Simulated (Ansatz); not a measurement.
Rh (P6_3/mmc) under several functionals

Plane-wave DFT in Ansatz with scalar-relativistic PAW potentials. The same structure was relaxed (cell and atoms, symmetry kept) in separate runs at each level. This form isn't the element's structure at ambient conditions. No spin polarisation.

| level | cutoff (eV) | k mesh | V (Å³/atom) | a (Å) | c (Å) | B0 (GPa) |
| --- | --- | --- | --- | --- | --- | --- |
| LDA | 420 | 18×18×10 | 13.270 | 2.670 | 4.299 | – |
| PBEsol | 420 | 18×18×10 | 13.551 | 2.689 | 4.329 | 293 |
| r2SCAN | 500 | 18×18×10 | 13.764 | 2.704 | 4.349 | 280 |

**Question.** Where does PBE (420 eV, k mesh 18×18×10) fall?

**Answer.** V (Å³/atom) 14.097, a (Å) 2.725, c (Å) 4.385, B0 (GPa) 255. Its volume is the largest of the set. The usual order of volumes, LDA < PBEsol < PBE, holds here (13.270, 13.551, 14.097 Å³/atom). As a rule LDA overbinds; PBEsol, built on the gradient expansion of slowly varying densities, lies between LDA and PBE; PBE's stronger gradient term for exchange weakens bonds. r2SCAN lies 2.4 % under PBE in volume. B0 goes from 292.9 to 254.9 GPa as the volume grows by 4.0 %; on one curve with B' = 5.1 the volume alone, B ∝ V^(−B'), would give 239.2 GPa, and the rest of the difference is the functional's own stiffness.